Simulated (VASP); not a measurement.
Runs of VASP 6.6.1 on Cl. It takes space group Cmce (No. 64, orthorhombic). Conventional cell: a = 6.290 Å, b = 4.500 Å, c = 8.210 Å, α = 90.00°, β = 90.00°, γ = 90.00°. Around Cl (site symmetry m) lie 1 Cl at 2.02 Å. 

```csv
level,exchange at q = 0,share of exact exchange,screening parameter,gap on the mesh (eV),pressure (GPa),largest force (eV/Å)
r2SCAN-EpsX,truncated,0.3208,-,5.77,(c),1.06
HSE06,-,-,0.2 1/A,(d),-0.9,(b)
HSE03,-,-,-,3.87,(a),0.80
PBE0,truncated,-,-,4.93,-1.0,0.86
```

Alike in all rows: task band structure; potentials or basis VASP PAW PBE potentials, release 64 (Cl); no spin polarisation; cell as given; k mesh 6 × 6 × 2; cutoff (eV) 520; smearing gaussian 0.02 eV.

Problem. Fill in the values left out.

Solution. (a) -0.8; (b) 0.84; (c) -2.1; (d) 4.17.

Caveats: the PAW data sets were made with another functional, which shifts forces and pressure a little.

